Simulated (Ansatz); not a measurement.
Set up this calculation in Ansatz 0.2.0, as the native input.

```yaml
Task: single point
Functional: PBE
Potentials_or_basis: all-electron LAPW, scalar-relativistic
Cutoff: 295 eV (chosen from the basis error)
Basis_error_allowed: 0.001 eV/atom
k_mesh: 11 × 11 × 6
Occupations: gaussian, width 0.026 eV
Spin: no spin polarisation
```

Crystal: Os.

```
Os
1.0
     2.73410    0.00000    0.00000
    -1.36705    2.36780    0.00000
     0.00000    0.00000    4.31970
Os
2
Cartesian
  1.3671 0.7893 3.2398
  0.0000 1.5785 1.0799
```

These files were run (other wordings do the same):

input.yaml

```yaml
crystal:
  lattice:
    - [2.7341, 0.0, 0.0]
    - [-1.36705, 2.3678000565, 0.0]
    - [0.0, 0.0, 4.3197]
  atoms:
    - { symbol: Os, position: [0.6666666667, 0.3333333333, 0.75] }
    - { symbol: Os, position: [0.3333333333, 0.6666666667, 0.25] }
kpoints:
  mp_grid: { grid: [11, 11, 6] }
scf:
  occupations: { method: gaussian, width: 0.026 }
hamiltonian:
  xc: pbe
  pseudopotentials: { kind: all_electron, lapw: { basis_error: 0.001 } }
output:
  forces: true
  stress: true
  eigenvalues: true
```

Potentials or basis: all-electron LAPW, scalar-relativistic.

Launch:

```sh
$ ansatz run input.yaml --threads 1 --pin off --max-ram 3072MiB --backend cpu --events-out ev --progress --plain --runs-dir out
```

Results of the run:

```json
{
 "Pressure": "8.7 GPa",
 "Band gap on the k mesh": "none (metal or under the smearing width)"
}
```

It took 46 s on 1 thread of Intel(R) Xeon(R) Processor @ 2.50GHz (Skylake/Cascade Lake), on a shared host, peak memory 0.44 GiB.
